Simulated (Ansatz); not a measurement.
KBr

**The experiment.** The Crystallography Open Database holds a cell as deposited of cubic KBr (space group Fm-3m), temperature not stated (1969, doi:10.1177/000271625731300103): a = 6.585 Å, 35.69 Å³/atom.

Computed with Ansatz (plane waves, PAW, 420 eV cutoff): PBEsol, scalar-relativistic, no spin polarisation, Γ-centred 8×8×8 mesh, 0.05 eV Gaussian smearing; PAW files: Ansatz's generated set soft_2.

```xyz
2
Lattice="0.0000 3.2750 3.2750 3.2750 0.0000 3.2750 3.2750 3.2750 0.0000" Properties=species:S:1:pos:R:3 pbc="T T T"
K     0.0000    0.0000    0.0000
Br    3.2750    3.2750    3.2750
```

The chain of runs began from a cell as deposited in COD, expanded in volume. Of that entry: the entry's cell lengths or inner coordinates differ somewhat from later room-temperature determinations.

The cell above was scaled in volume, its shape and atoms being fixed by the lattice's symmetry. Energies are counted from the cell above.

```json
{"V (Å³/atom)": "33.72", "ΔE (meV/atom)": "?", "P (GPa)": "?", "gap on the mesh (eV)": "?"}
{"V (Å³/atom)": "34.42", "ΔE (meV/atom)": "0.7", "P (GPa)": "0.33", "gap on the mesh (eV)": "4.39"}
{"V (Å³/atom)": "35.13", "ΔE (meV/atom)": "0.0", "P (GPa)": "0.00", "gap on the mesh (eV)": "4.34"}
{"V (Å³/atom)": "35.83", "ΔE (meV/atom)": "0.6", "P (GPa)": "-0.29", "gap on the mesh (eV)": "4.29"}
{"V (Å³/atom)": "36.53", "ΔE (meV/atom)": "2.5", "P (GPa)": "-0.55", "gap on the mesh (eV)": "4.24"}
```

Fill in the withheld row.

ΔE (meV/atom): 3.0, P (GPa): 0.70, gap on the mesh (eV): 4.44.

What do the points give for the equilibrium volume, the bulk modulus and its pressure derivative (third-order Birch–Murnaghan)?

V0 = 35.13 Å³/atom, B0 = 15.4 GPa, B0′ = 5.0.

B0·V0 = 15.4 GPa × 35.13 Å³ = 3.37 eV/atom sets the scale: near the minimum ΔE ≈ ½ B0 V0 x², with x = V/V0 − 1, and a pressure of 0.15 GPa squeezes the volume by about 1 %. At the ends of the curve: x = −4.0 % predicts 2.7 meV/atom and the run gives 3.0; x = +4.0 % predicts 2.7 meV/atom and the run gives 2.5. Compression costs more and expansion less than the parabola says, since the crystal stiffens as it shrinks; B0′ measures that.

**Against experiment.** PBEsol gives 6.550 Å and 35.13 Å³/atom, −1.6 % in volume (−0.5 % in length) from the database's cell. PBEsol was built to cure PBE's overestimate of volumes, and the static lattice lacks thermal expansion.

Kohn–Sham gaps of semilocal functionals lie under measured ones, often by a third or more.
